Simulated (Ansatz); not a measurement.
Runs of Ansatz 0.2.0 on Li. The structure is cubic, space group Im-3m (No. 229). The conventional cell has a = 3.509 Å, b = 3.509 Å, c = 3.509 Å, α = 90.00°, β = 90.00°, γ = 90.00°. Around Li (site symmetry m-3m) lie 8 Li at 3.04 Å. 

```tsv
task	level	cell	cutoff (eV)	smearing	gap on the mesh (eV)	pressure (GPa)	relaxed volume (Å³/atom)
single point	PBE	as given	67	gaussian 0.023 eV	none	-0.8	-
single point	PBE	as given	67	gaussian 0.022 eV	none	-0.8	-
relaxation of cell and atoms	PBEsol+D3(BJ)	relaxed	-	fermi-dirac 0.05 eV	-	0.0	18.47
relaxation of cell and atoms	BLYP+D4	relaxed	-	fermi-dirac 0.05 eV	-	0.0	(a)
single point	PBE	as given	67	gaussian 0.021 eV	none	-0.8	-
relaxation of cell and atoms	RPBE	relaxed	-	fermi-dirac 0.05 eV	-	0.0	21.06
```

Alike in all rows: potentials or basis all-electron LAPW, scalar-relativistic; no spin polarisation; k mesh 11 × 11 × 11; basis error allowed 0.001 eV/atom.

Q: Fill in the values left out.

A: (a) 19.61.

Caveats: the volume moved by -15 % from the deposited cell, more than functionals usually miss (some runs).

A gap of «none» marks a metal or a gap under the smearing width.
